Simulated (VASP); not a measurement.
Crystal: ZnS.

```
Zn S
1.0
     0.00000    2.69368    2.69368
     2.69368    0.00000    2.69368
     2.69368    2.69368    0.00000
Zn S
1 1
Direct
  0.00000 0.00000 0.00000
  0.75000 0.75000 0.75000
```

The cell is a database's computed one.

| Item | Value |
| --- | --- |
| Program | VASP 6.6.1 |
| Task | relaxation of cell and atoms |
| Functional | LDA |
| Potentials or basis | VASP PAW LDA potentials, release 64 (Zn, S) |
| Cutoff | 600 eV |
| k mesh | 10 × 10 × 10 |
| Occupations | gaussian, width 0.02 eV |
| Spin | no spin polarisation |

At the start: pressure -3.7 GPa; volume 19.55 Å³/atom.

Q: Where does the relaxation end?

A: Over 3 steps the energy falls by 11.1 meV/atom and the volume is 18.63 Å³/atom (-4.7 %); space group F-43m (No. 216, to 0.05 Å).

The path:
| step | energy change (eV) | largest force (eV/Å) | pressure (GPa) | volume (Å³) |
| --- | --- | --- | --- | --- |
| 1 | 0.0000 | 0.0000 | -3.73 | 39.09 |
| 2 | -0.0187 | 0.0000 | 1.70 | 36.57 |
| 3 | -0.0222 | 0.0000 | -0.01 | 37.26 |

Final structure:
```
Zn S
1.0
     0.00000    2.65095    2.65095
     2.65095    0.00000    2.65095
     2.65095    2.65095    0.00000
Zn S
1 1
Direct
  0.00000 0.00000 0.00000
  0.75000 0.75000 0.75000
```
